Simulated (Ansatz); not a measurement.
Rows from a G0W0 calculation on WS2/WS2 (multilayer of trigonal-prismatic sheets) (Ansatz 0.2.0; G0W0 on PBE, plane waves, PAW; 9×9×1 mesh, 191 empty bands, screening to 38 eV), in eV. Spin-orbit coupling is left out.

```csv
row,k,band,start,Σx,Σc at the solution,Vxc
A,"(0.111, 0.222, 0.000)",v1,-6.602,-19.432,1.703,-17.912
B,"(0.111, 0.222, 0.000)",c1,-3.818,-13.298,-3.221,-17.334
C,Γ,c1,-2.769,-13.809,-3.566,-18.383
D,"(0.111, 0.222, 0.000)",c2,-3.389,-13.777,-3.402,-18.077
E,Γ,v2,-6.017,-18.236,1.336,-17.018
F,Γ,v1,-5.268,-19.116,1.112,-18.268
```

**Question.** Give the quasiparticle energies and the shift of each level.

The quasiparticle equation reads E = start + Σx + Σc(E) − Vxc.

```csv
row,E (eV),shift (eV)
A,-6.420,+0.182
B,-3.002,+0.815
C,-1.761,+1.008
D,-2.491,+0.898
E,-5.898,+0.119
F,-5.003,+0.265
```

The gap over the computed points goes from 1.45 eV to 2.00 eV.

Limits: not at the basis limit; coarse mesh for a sheet; no spin-orbit coupling.

[Paths, hosts, dates, memory and timing lines, banners, echoed tables and standing remarks are left out of the program output.]

[Logs are printed without paths, hosts, clocks, repeated set-up lines and the standing remarks that a program may print on its own settings, such as how far it seeks lower states.]

[Runs of the session that timed out or met a known fault of the program may be left out.]

[Cells called generated may have been cut or substituted from an entry of the Crystallography Open Database or the Materials Project.]

[Hosts, paths, dates, database ids (printed as entryN), source tags and the programs' standing remarks are cut or masked in the printed files.]
